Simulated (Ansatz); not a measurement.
SiC in the zincblende structure, relaxed with r2SCAN in Ansatz: it is cubic, F-43m (No. 216); conventional cell a = 4.356 Å, 10.33 Å³ an atom. Si is surrounded by 4 C at 1.89 Å; C is surrounded by 4 Si at 1.89 Å. The primitive cell holds 2 atoms in 20.66 Å³. (Simulation; spin polarisation is off.)

Computed values: PBE gives a gap of 1.36 eV and PBE0 (25 % exact exchange) 2.95 eV; one over PBE's mean ε∞ is 0.144. HSE06 (8×8×8) gives a least gap of 2.23 eV and a least direct gap of 5.72 eV. r2SCAN's ε∞ is 6.52.

Question: Taking the gap as linear in the share of unscreened exchange, estimate the gap of the hybrid whose share is 1/ε∞.

Answer: The slope is (2.95 − 1.36)/0.25 = 6.36 eV per unit share, so E_g ≈ 1.36 + 6.36 × 0.144 = 2.28 eV. The run with that share gives 2.26 eV (8×8×8 mesh), -0.02 eV from the straight line.

Question: At what wavelength does absorption set in by HSE06, excitons left aside?

Answer: λ = 1239.84 eV nm/E: 556 nm for the least gap, where it needs phonons and is weak, and 217 nm for direct transitions.

Question: What refractive index and reflectivity at normal incidence follow, below the gap and above the phonons?

Answer: n = √6.52 = 2.553; R = ((n − 1)/(n + 1))² = (1.553/3.553)² = 19.1 % a face.

The meshes of the hybrids are coarse, so their gaps aren't converged to the digits shown.
